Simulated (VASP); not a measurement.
Set up this calculation in VASP 6.6.1, as the native input.

| Quantity | Value |
| --- | --- |
| Task | single point |
| Functional | r2SCAN |
| Potentials or basis | VASP PAW PBE potentials, release 64 (Te, Mo_sv) |
| Cutoff | 520 eV |
| k mesh | 9 × 9 × 2 |
| Occupations | gaussian, width 0.02 eV |
| Spin | no spin polarisation |
| Dipole correction | no |
| Further INCAR settings | ALGO = Normal; EDIFF = 1e-06; NBANDS = 35 |

Crystal: Te2Mo (scan).

```
Te Mo
1.0
     3.56338    0.00000    0.00000
    -1.78169    3.08598    0.00000
     0.00000    0.00000   14.72781
Te Mo
4 2
Direct
  0.33333 0.66667 0.62849
  0.66667 0.33333 0.12849
  0.33333 0.66667 0.87151
  0.66667 0.33333 0.37151
  0.33333 0.66667 0.25000
  0.66667 0.33333 0.75000
```

These files were run (other wordings do the same):

POSCAR

```
Te2Mo
1.0
    3.5633803803      0.0000000000      0.0000000000
   -1.7816901901      3.0859779327      0.0000000000
    0.0000000000      0.0000000000     14.7278086149
Te Mo
4 2
Direct
    0.3333333333      0.6666666667      0.6284871774
    0.6666666667      0.3333333333      0.1284871774
    0.3333333333      0.6666666667      0.8715128226
    0.6666666667      0.3333333333      0.3715128226
    0.3333333333      0.6666666667      0.2500000000
    0.6666666667      0.3333333333      0.7500000000
```

INCAR.step1

```
  PREC = Accurate
  ENCUT = 520
  ISMEAR = 0
  SIGMA = 0.02
  LREAL = F
  LASPH = T
  NELM = 100
  NBANDS = 35
  GGA = PE
  ALGO = Normal
  EDIFF = 1E-4
  LWAVE = T
  LCHARG = F
```

INCAR.step2

```
  PREC = Accurate
  ENCUT = 520
  EDIFF = 1E-6
  ISMEAR = 0
  SIGMA = 0.02
  LREAL = F
  LASPH = T
  NELM = 100
  ALGO = Normal
  ISIF = 2
  LWAVE = F
  LCHARG = T
  METAGGA = R2SCAN
  LMIXTAU = T
  LELF = T
  LVHAR = T
  NBANDS = 35
  ISTART = 1
```

KPOINTS

```
Automatic mesh
0
Gamma
  9 9 2
```

Potentials or basis: VASP PAW PBE potentials, release 64 (Te, Mo_sv).

Launch:

```sh
$ cat potpaw_PBE.64/Te/POTCAR potpaw_PBE.64/Mo_sv/POTCAR > POTCAR
$ cp INCAR.step1 INCAR
$ mpirun -np 1 vasp_std > vasp.out
$ cp INCAR.step2 INCAR
$ mpirun -np 1 vasp_std > vasp.out
```

Results of the run:

```json
{
 "Pressure": "0.1 GPa",
 "Largest force": "0.026 eV/Å",
 "Band gap on the k mesh": "1.05 eV, indirect (least direct gap 1.06 eV)"
}
```

Caveat: the PAW data sets were made with another functional, which shifts forces and pressure a little; spin-orbit coupling is left out, which moves the levels of the heavy elements; an odd mesh through Γ misses points on the zone boundary, where band edges often lie.

Run time: 5.6 min on 1 thread of Intel(R) Xeon(R) Platinum 8488C (Sapphire Rapids) (shared host), peak memory 0.37 GiB.
